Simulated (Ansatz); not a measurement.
# LaN (model cell, started as CsCl type): following an unstable mode, part 2 of 2

Which phase does LaN (model cell, started as CsCl type) fall into along its unstable mode, and how much energy does it gain?

Ansatz 0.2.0; DFT PBEsol, scalar-relativistic, plane waves, PAW.

So far, highest frequency on the path or at a solved wavevector (cm⁻¹): step 2 (the dispersion) 495. Also lowest frequency on the path (cm⁻¹): step 2 -287.

The structure was built from a prototype and need not be the compound's stable phase.

## (6) Relaxation from the frozen mode

Starting from the lowest point found, all atoms and the cell are let go, so that strain and other modes of the same symmetry can join in.

input.yaml

```yaml
crystal:
  lattice:
    - [3.1239275038, 0.0, 0.0]
    - [0.0, 3.1239275038, 0.0]
    - [0.0, 0.0, 3.1239275038]
  atoms:
    - { symbol: La, position: [0.0, -0.0103293933, 0.0] }
    - { symbol: "N", position: [0.5, 0.6024351556, 0.5] }
kpoints:
  mp_grid: { grid: [12, 12, 12] }
hamiltonian:
  xc: pbesol
scf:
  occupations: { method: methfessel_paxton, width: 0.15 }
output:
  forces: true
  stress: true
  eigenvalues: true
relax:
  adjacent_minimum: "off"
  f_tol: 0.002
  max_steps: 120
  cell: { stress_tol: 0.03 }
```

Command:

```bash
> ansatz run input.yaml --threads 4 --pin off --max-ram 7168MiB --backend cpu --events-out ev --progress --plain --runs-dir out
```

Numbers of over 12 decimals in the logs are rounded to 6 here.

What it wrote:

```text
[...]
Crystal: 2 atoms, lattice volume = 30.486 Å³
Basis set: ecut = 420 eV, 619 PW (Γ), exchange–correlation on 48×48×48 points (8 copies of the dense FFT grid, shifted against one another)
Bands: 12, of which v1, the nominal top of the filled ones, is band 8 counted from 1 (7 counted from 0)
Symmetry: 8 space group operations
[...]
k-points: 196 of 1728 (time reversal used)
[...]
SCF iter   1: F=—  HF=-6541.527570 eV  |F-HF|=—  |Δ(HF+E_count)|=         —  Δρ=1.26e-2  dr2=4.41e-2  ethr=1.77e-3  ⟨swp⟩=3.7  Hψ=10399  notcnv=0
[...]
SCF iter   6: F=-6541.519574 eV  HF=-6541.519574 eV  |F-HF|=6.41e-9  |Δ(HF+E_count)|=   1.82e-7  S|Δr|=    0.00e0  Δρ=1.06e-5  dr2=2.14e-8  ethr=6.25e-10  ⟨swp⟩=6.3  Hψ=11553  notcnv=0
SCF 1 converged in 6 iterations: F = -6541.519574 eV  dr2 = 2.14e-8
[...]
relax step   1: F+E_penalty+E_count = -6541.51957435 eV  Δ(F+E_penalty+E_count) = +0.000e0 eV  max|allowed force component| = 1.156e-1 eV/Å  Δτ_max = 0.0000 Å  P = +4.391 GPa  Ω = 30.486 Å³  (6 SCF iters, dr2 threshold 1.00e-7 eV, accepted)
Crystal: 2 atoms, lattice volume = 33.418 Å³
Basis set: ecut = 420 eV, 651 PW (Γ), exchange–correlation on 48×48×48 points (8 copies of the dense FFT grid, shifted against one another)
[...]
SCF iter   6: F=-6541.489706 eV  HF=-6541.489706 eV  |F-HF|=2.12e-8  |Δ(HF+E_count)|=   2.75e-7  S|Δr|=    0.00e0  Δρ=1.52e-5  dr2=5.59e-8  ethr=1.25e-9  ⟨swp⟩=7.1  Hψ=13685  notcnv=0
SCF 2 converged in 6 iterations: F = -6541.489706 eV  dr2 = 5.59e-8
[...]
relax step   2: F+E_penalty+E_count = -6541.48970633 eV  Δ(F+E_penalty+E_count) = +2.987e-2 eV  max|allowed force component| = 2.410e-1 eV/Å  Δτ_max = 0.0232 Å  P = -6.506 GPa  Ω = 33.418 Å³  energy of the carried Pulay correction = -5.435e-3 eV  (6 SCF iters, dr2 threshold 2.00e-7 eV, rejected (line search))
Crystal: 2 atoms, lattice volume = 31.655 Å³
[...]
SCF iter   9: F=-6541.530331 eV  HF=-6541.530331 eV  |F-HF|=9.09e-13  |Δ(HF+E_count)|=  2.73e-12  S|Δr|=    0.00e0  Δρ=3.83e-8  dr2=2.19e-13  ethr=1.00e-12  ⟨swp⟩=5.5  Hψ=10123  notcnv=0
SCF 3 converged in 9 iterations: F = -6541.530331 eV  dr2 = 2.19e-13
relax step   3: F+E_penalty+E_count = -6541.53033107 eV  Δ(F+E_penalty+E_count) = -1.076e-2 eV  max|allowed force component| = 2.570e-2 eV/Å  Δτ_max = 0.0108 Å  P = -0.435 GPa  Ω = 31.655 Å³  energy of the carried Pulay correction = -2.229e-3 eV  (9 SCF iters, accepted)
[...]
relax step   4: F+E_penalty+E_count = -6541.53031040 eV  Δ(F+E_penalty+E_count) = +2.068e-5 eV  max|allowed force component| = 2.181e-2 eV/Å  Δτ_max = 0.0017 Å  P = -0.443 GPa  Ω = 31.678 Å³  energy of the carried Pulay correction = -2.271e-3 eV  (4 SCF iters, dr2 threshold 2.00e-7 eV, accepted)
[...]
relax step   5: F+E_penalty+E_count = -6541.53058048 eV  Δ(F+E_penalty+E_count) = -2.701e-4 eV  max|allowed force component| = 1.671e-3 eV/Å  Δτ_max = 0.0005 Å  P = +0.004 GPa  Ω = 31.565 Å³  energy of the carried Pulay correction = -2.060e-3 eV  (5 SCF iters, dr2 threshold 2.00e-7 eV, accepted)
[...]
relax step   6: F+E_penalty+E_count = -6541.53063043 eV  Δ(F+E_penalty+E_count) = -4.995e-5 eV  max|allowed force component| = 3.207e-3 eV/Å  Δτ_max = 0.0023 Å  P = +0.012 GPa  Ω = 31.601 Å³  energy of the carried Pulay correction = -2.128e-3 eV  (5 SCF iters, dr2 threshold 2.00e-7 eV, accepted)
[...]
relax step   7: F+E_penalty+E_count = -6541.53065111 eV  Δ(F+E_penalty+E_count) = -2.068e-5 eV  max|allowed force component| = 9.804e-5 eV/Å  Δτ_max = 0.0010 Å  P = -0.002 GPa  Ω = 31.592 Å³  energy of the carried Pulay correction = -2.110e-3 eV  (7 SCF iters, dr2 threshold 6.43e-10 eV, accepted)
[...]
relax step   8: F+E_penalty+E_count = -6541.53320244 eV  Δ(F+E_penalty+E_count) = -2.551e-3 eV  max|allowed force component| = 2.301e-4 eV/Å  Δτ_max = 0.0000 Å  P = +0.123 GPa  Ω = 31.592 Å³  stress off target by 1.26e-1 GPa  SCF on the basis re-selected at this cell (its energy is not comparable with the rows above)  (7 SCF iters)
[...]
relax step   9: F+E_penalty+E_count = -6541.53312081 eV  Δ(F+E_penalty+E_count) = +8.163e-5 eV  max|allowed force component| = 2.989e-4 eV/Å  Δτ_max = 0.0018 Å  P = -0.002 GPa  Ω = 31.646 Å³  energy of the carried Pulay correction = -1.018e-4 eV  (5 SCF iters, dr2 threshold 3.99e-8 eV, accepted)
[...]
SCF iter   6: F=-6541.533244 eV  HF=-6541.533244 eV  |F-HF|=1.82e-12  |Δ(HF+E_count)|=  3.64e-12  S|Δr|=    0.00e0  Δρ=3.12e-8  dr2=1.73e-13  ethr=1.00e-12  ⟨swp⟩=5.0  Hψ=9383  notcnv=0
SCF 10 converged in 6 iterations: F = -6541.533244 eV  dr2 = 1.73e-13
relax step  10: F+E_penalty+E_count = -6541.53324354 eV  Δ(F+E_penalty+E_count) = -1.227e-4 eV  max|allowed force component| = 2.903e-4 eV/Å  Δτ_max = 0.0000 Å  P = -0.000 GPa  Ω = 31.646 Å³  stress off target by 1.18e-3 GPa  SCF on the basis re-selected at this cell (its energy is not comparable with the rows above)  (6 SCF iters)
[...]
SCF converged after 6 iterations
[...]
Free energy (F): -6541.533244 eV
[...]
Internal energy: -6541.534403 eV  (E = F + TS)
E sigma→0 (E₀):  -6541.533533 eV
Entropy (-TS):   0.001159 eV (0.580 meV/atom)
Fermi energy:    14.280729 eV
[...]
--- Forces (eV/Å), atoms counted from 1 ---
  atom   1  La    -0.00000000    -0.00029027     0.00000000
  atom   2  N     -0.00000000     0.00029026     0.00000000
  max |Σ_I F_I| component: 8.27e-9 eV/Å
--- Stress (GPa, compression-positive) ---
       -0.001184      -0.000000       0.000000
       -0.000000       0.000967       0.000000
        0.000000       0.000000      -0.001184
  P = ⅓ Tr σ = -0.0005 GPa (-0.005 kbar)
--- Band table (eV; the first three rows and the last of 196) ---
  k-point 0: bands = [... 4 lower, 2.2775, 12.3588, 13.7405, 14.3815, 14.3815, 16.1784, 17.6172, 17.6172]
  k-point 1: bands = [... 4 lower, 2.5361, 12.4322, 13.7162, 14.2794, 14.4164, 16.1221, 17.5848, 17.6271]
  k-point 2: bands = [... 4 lower, 3.0187, 12.5739, 13.2275, 13.9988, 15.0413, 15.9727, 17.5044, 17.6562]
  k-point 195: bands = [... 4 lower, 2.6536, 10.1983, 10.1983, 10.3108, 17.7690, 17.7949, 17.7949, 18.1555]
--- Relaxed structure (8 steps of the walk, 7 accepted, 2 SCFs on fresh bases) ---
  F+E_penalty+E_count = -6541.53324354 eV   max|allowed force component| = 2.903e-4 eV/Å   (the final SCF, on the basis selected at the relaxed cell)
  cell:  # Å, volume = 31.6457 Å³
    - [3.165014, 0, 0.0]
    - [0, 3.159105, 0.0]
    - [0.0, 0.0, 3.165014]
  atoms:
    - { symbol: La, position: [0, -0.015498, 0.0] }
    - { symbol: N, position: [0.5, 0.607604, 0.5] }
```

The job ended after 43 s (4 threads of Arm Neoverse N1, shared host; peak memory 0.43 GiB; 2.8 min of CPU time).

The steps of the relaxation:

```csv
step,energy less that of the first step (eV),largest force component (eV/Å),pressure (GPa),volume (Å³)
1,0.0000,0.1156,4.39,30.49
2,0.0299,0.2410,-6.51,33.42
3,-0.0108,0.0257,-0.43,31.66
4,-0.0107,0.0218,-0.44,31.68
5,-0.0110,0.0017,0.00,31.57
6,-0.0111,0.0032,0.01,31.60
7,-0.0111,0.0001,0.00,31.59
8*,-0.0136,0.0002,0.12,31.59
9,-0.0135,0.0003,0.00,31.65
10*,-0.0137,0.0003,0.00,31.65
```

Relaxation steps marked * repeat the geometry before them on a plane-wave basis chosen anew for their cell, so energy and pressure can jump there. Relaxation step 2 was tried and not accepted.

The run keeps the 8 symmetry operations that it works with, so distortions that break them were not tested.

```csv
"conventional cell, symmetrised",before,after,change
a (Å),3.124,3.165,+1.3 %
b (Å),3.124,3.165,+1.3 %
c (Å),3.124,3.159,+1.1 %
volume (Å³/atom),15.24,15.82,+3.8 %
```

The atoms that moved most (Å, as changes of fractional coordinates times the final cell):

```csv
atom,dx,dy,dz,length
La1,0.000,-0.016,0.000,0.016
N2,0.000,0.016,0.000,0.016
```

Final coordinates:

```
La N
1.0
     3.16501    0.00000    0.00000
     0.00000    3.15910    0.00000
     0.00000    0.00000    3.16501
La N
1 1
Cartesian
  0.0000 -0.0490 0.0000
  1.5825 1.9195 1.5825
```

Numbers from this step:

| Item | Value |
| --- | --- |
| pressure | -4.67e-4 GPa |
| volume per atom | 15.82 Å³ |

The distorted start has space group P4mm; the relaxation ends in P4mm.

## (7) The new phase in its own primitive cell

The relaxed structure is symmetrised, reduced to its primitive cell and relaxed tightly, as its phonons need.

input.yaml, the sections that differ from step 6:

```yaml
crystal:
  lattice:
    - [3.1650140788, 0.0, 0.0]
    - [0.0, 3.1650140788, 0.0]
    - [0.0, 0.0, 3.1591047591]
  atoms:
    - { symbol: La, position: [0.0, 0.0, 0.0154983478] }
    - { symbol: "N", position: [0.5, 0.5, 0.3923958899] }
relax:
  adjacent_minimum: "off"
  f_tol: 0.001
  max_steps: 60
  cell: { stress_tol: 0.01 }
# kpoints, hamiltonian, scf, output: as in step 6
```

What it wrote:

```text
[...]
Crystal: 2 atoms, lattice volume = 31.646 Å³
Basis set: ecut = 420 eV, 619 PW (Γ), exchange–correlation on 48×48×48 points (8 copies of the dense FFT grid, shifted against one another)
Bands: 12, of which v1, the nominal top of the filled ones, is band 8 counted from 1 (7 counted from 0)
Symmetry: 8 space group operations
[...]
k-points: 196 of 1728 (time reversal used)
[...]
k-point 195: bands = [... 4 lower, 2.6536, 10.1983, 10.1983, 10.3108, 17.7690, 17.7949, 17.7949, 18.1555]
--- Relaxed structure (1 steps of the walk, 1 accepted, 1 SCFs on fresh bases) ---
[...]
cell:  # Å, volume = 31.6457 Å³
    - [3.1650140788, 0.0, 0.0]
    - [0.0, 3.1650140788, 0.0]
    - [0.0, 0.0, 3.1591047591]
  atoms:
    - { symbol: La, position: [0.0, 0.0, 0.0154983478] }
    - { symbol: N, position: [0.5, 0.5, 0.3923958899] }
[key lines of the parts left out:]
SCF converged after 6 iterations
Free energy (F): -6541.533244 eV
Fermi energy:    14.280729 eV
P = ⅓ Tr σ = -0.0005 GPa (-0.005 kbar)
```

Wall time 8.8 s (4 threads); peak memory 0.43 GiB.

Little changed from the start: no atom moved by 0.005 Å and no cell edge by 0.1 %.

The largest force component left is 0.29 meV/Å and the pressure is 0.000 GPa, within the tolerances set. The cell now holds 15.82 Å³/atom.

## (8) Modes of the new phase

A relaxed structure may still be a saddle point, so its zone-centre modes are computed. No field response is asked, since the mesh shows no gap.

Changes to input.yaml since step 7:

```diff
@@ -15,9 +15,4 @@
 output:
-  forces: true
-  stress: true
   eigenvalues: true
-relax:
-  adjacent_minimum: "off"
-  f_tol: 0.001
-  max_steps: 60
-  cell: { stress_tol: 0.01 }
+phonons:
+  method: dfpt
```

What it wrote:

```text
zone centre: on kpoints.mp_grid the ground state, and the responses unless they are solved on pairs of k-points, stand on 343 of the mesh's 1728 k-points, reduced under 4 symmetry operations, with k and −k counted as one. Each operation leaves every solved displacement unchanged or reverses it
[...]
Crystal: 2 atoms, lattice volume = 31.646 Å³
Basis set: ecut = 420 eV, 619 PW (Γ), exchange–correlation on 48×48×48 points (8 copies of the dense FFT grid, shifted against one another)
Bands: 12, of which v1, the nominal top of the filled ones, is band 8 counted from 1 (7 counted from 0)
Symmetry: 8 space group operations
k-points: 343 of 1728 (irreducible under 4 space group operations, time reversal used)
[...]
SCF iter   1: F=—  HF=-6541.541707 eV  |F-HF|=—  |Δ(HF+E_count)|=         —  Δρ=1.27e-2  dr2=4.89e-2  ethr=1.77e-3  ⟨swp⟩=3.5  Hψ=18022  notcnv=0
[...]
SCF iter   9: F=-6541.533244 eV  HF=-6541.533244 eV  |F-HF|=2.73e-12  |Δ(HF+E_count)|=  2.18e-11  S|Δr|=    0.00e0  Δρ=3.68e-8  dr2=3.95e-13  ethr=1.00e-12  ⟨swp⟩=5.3  Hψ=17437  notcnv=0
[...]
SCF 1 converged in 9 iterations: F = -6541.533244 eV  dr2 = 3.95e-13
[...]
DFPT response loops at Γ: preconditioner auto → Kerker (q_TF=auto, 2.435 Å⁻¹) (partly filled bands, converged f_vac=0.000); β = 1.00, the filter's whole step (`scf.mixing.beta` (0.50) is not read by the response loops under this deck's `scf.mixing.preconditioner`; to damp them name `kerker` or `kerker_dos`, under which they read `scf.mixing.beta`, and type it under 1.00, their step now; both keys bind the ground state too); Broyden in place of MSR1
SCF converged after 9 iterations
[...]
Free energy (F): -6541.533244 eV
[...]
Internal energy: -6541.534403 eV  (E = F + TS)
E sigma→0 (E₀):  -6541.533533 eV
Entropy (-TS):   0.001159 eV (0.580 meV/atom)
Fermi energy:    14.280729 eV
[...]
--- Band table (eV; the first three rows and the last of 343) ---
  k-point 0: bands = [... 4 lower, 2.2775, 12.3588, 13.7405, 14.3815, 14.3815, 16.1784, 17.6172, 17.6172]
  k-point 1: bands = [... 4 lower, 2.4521, 12.4629, 13.7957, 14.3168, 14.3168, 16.0471, 17.5905, 17.6277]
  k-point 2: bands = [... 4 lower, 2.8064, 12.4918, 13.9557, 14.1317, 14.1317, 16.0808, 17.4895, 17.6602]
  k-point 342: bands = [... 4 lower, 2.6536, 10.1983, 10.1983, 10.3108, 17.7690, 17.7949, 17.7949, 18.1555]
--- Phonons (Γ-DFPT): 4 representative perturbations + reference, on 343 of 1728 k-points (Σ response iterations 12) ---
  k mesh reduced under 4 symmetry operations, with k and −k counted as one. Each operation leaves every solved displacement unchanged or reverses it
  ASR residual: 2.576e-5 → 0.000e0 eV/Å²; symmetrization residual: 5.332e-7 eV/Å²
  ASR residual per site (eV/Å²): 1.65e-5 2.58e-5
  Γ frequencies (cm⁻¹): -207.62 -207.62 0.00 0.00 0.00 219.07
  non-analytic LO–TO correction: not included (Born effective charges unavailable; polar crystals: no LO–TO splitting at Γ)
```

It took 29 s on 4 threads; peak memory 0.77 GiB; 1.8 min of CPU time.

This step gave:

- sum-rule residual before enforcement: 2.58e-5 eV/Å²
- point group: 4mm
- highest optical mode at the zone centre (no LO-TO term): 219.1 cm⁻¹
- lowest optical zone-centre mode: -207.6 cm⁻¹

Patterns of degenerate modes are one choice out of their space. The modes at Γ (shares of kinetic energy by element, %) (negative means imaginary):

```csv
mode,frequency (cm⁻¹),symmetry,La %,N %
1,-207.6,E,9,91
2,-207.6,E,9,91
3,0.0,acoustic,91,9
4,0.0,acoustic,91,9
5,0.0,acoustic,91,9
6,219.1,A1,9,91
```

Displacements in mode 2 (-207.6 cm⁻¹), the largest set to 1:
```
La1  0.00 -0.10  0.00
N2   0.00  1.00  0.00
```

Displacements in mode 6 (219.1 cm⁻¹), the largest set to 1:
```
La1  0.00  0.00 -0.10
N2   0.00  0.00  1.00
```

Before it was imposed, the acoustic sum rule was missed by 2.6e-5 eV/Å². Small misses are needed for a sound result but don't prove that mesh and cutoff are converged. The lowest optical mode is imaginary, 207.6i cm⁻¹, so the energy falls along it.

## (9) Results

| Quantity | Value |
| --- | --- |
| unstable mode of the parent | q = (0, 0, 0), 287i cm⁻¹ |
| depth at the lowest point sampled | 24.2 meV/atom |
| largest atomic shift at that point | 0.32 Å |
| space group reached (within 0.01 Å) | P4mm |
| energy gained over the parent (first relaxation, on the mesh of the frozen mode) | 31.0 meV/atom |
| volume per atom, phase reached | 15.8 Å³ |
| lowest optical zone-centre mode, phase reached | -208 cm⁻¹ |
| highest optical mode at the zone centre (no LO-TO term), phase reached | 219 cm⁻¹ |

**Reading.** Along this mode the structure falls into P4mm, 31.0 meV/atom below the parent. At the parent's cell the well is 24.20 meV/atom deep on the steps tried, with its lowest point at a shift of 0.32 Å. Relaxing atoms and cell changes the gain by +6.79 meV/atom against the lowest step (energies at zero smearing). The new phase still has an imaginary mode at the zone centre of its cell, so it is a saddle point on the way to a lower structure. Of the 4 patterns followed to their end from this parent, this one ends 485 meV/atom above the lowest, R3m. Each path keeps the symmetry of its pattern, so a lower phase may lie along a pattern not tried. With no gap, or one that is small against the smearing, the frequencies hang on the k mesh and the smearing, most of all near Kohn anomalies. A semilocal functional can close a gap that the real compound would have, so the metallic treatment may be an artefact of the level. Spin-orbit coupling is left out, which can matter for the heavy elements here. A phonon run warned that its eigensolver left some bands unconverged in a pass. The starting cell was built on a prototype and not taken from a measurement, so the phase need not exist.

[Logs are printed without paths, hosts, clocks, repeated set-up lines and the standing remarks that a program may print on its own settings, such as how far it seeks lower states.]

[Hosts, paths, dates, database ids (printed as entryN), source tags and the programs' standing remarks are cut or masked in the printed files.]
